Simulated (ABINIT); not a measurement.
Wanted: the native input for an ABINIT 10.8.3 (patched build) run.

```
Task                : single point
Functional          : PBE
Potentials or basis : JTH PAW PBE v2.0
Cutoff              : 408 eV
k mesh              : 9 × 9 × 7
Occupations         : fermi-dirac, width 0.05 eV
Spin                : no spin polarisation
Fine-grid cutoff    : 816.342 eV
```

The structure of Mo lies in POSCAR:

```
Mo
1.0
    0.0000000000     -2.0150000000     -2.0150000000
    0.0000000000      2.0150000000     -2.0150000000
    4.0300000000      0.0000000000      0.0000000000
Mo
2
Direct
    0.5973156900      0.4864330600      0.4883156200  Mo
    0.9026843100      0.0135669400      0.0116843800  Mo
```

This isn't the form of Mo at room conditions, which is bcc.

The input as run:

run.abi

```
# Pseudopotentials
pp_dirpath "./"
pseudos "Mo.GGA_PBE-JTH.xml"

# Structure
structure "poscar:POSCAR"
natom 2
chkprim 0
chksymtnons 0
tolsym 1.0e-6

# Plane-wave basis
ecut 15.0
pawecutdg 30.0
pawxcdev 0

# k points
kptopt 1
ngkpt 9 9 7
nshiftk 1
shiftk 0.0 0.0 0.0

# Exchange and correlation
ixc 11

# Bands and occupations
nband 18
occopt 3
tsmear 0.05 eV

# SCF cycle
nstep 100
tolvrs 1.0e-9

# Output
iomode 3
prtwf 0
prtden 0
prteig 0
prtebands 0
enunit 2
```

Potentials or basis: JTH PAW PBE v2.0.

Command:

```bash
$ abinit run.abi > log 2>&1
```

Results of the run:

- Pressure: 6.1 GPa
- Largest force: 1.131 eV/Å
- Band gap on the k mesh: none (metal or under the smearing width)
- Valence electrons inside the program's atomic spheres: Mo 11.33 (radii [1.1681] Å)

Caveat: forces of over 1 eV/Å show positions far from the minimum, so gaps and moduli don't describe the material at rest.

It took 81 s on 1 thread of Arm Neoverse V1, with other jobs on the host, peak memory 0.18 GiB.
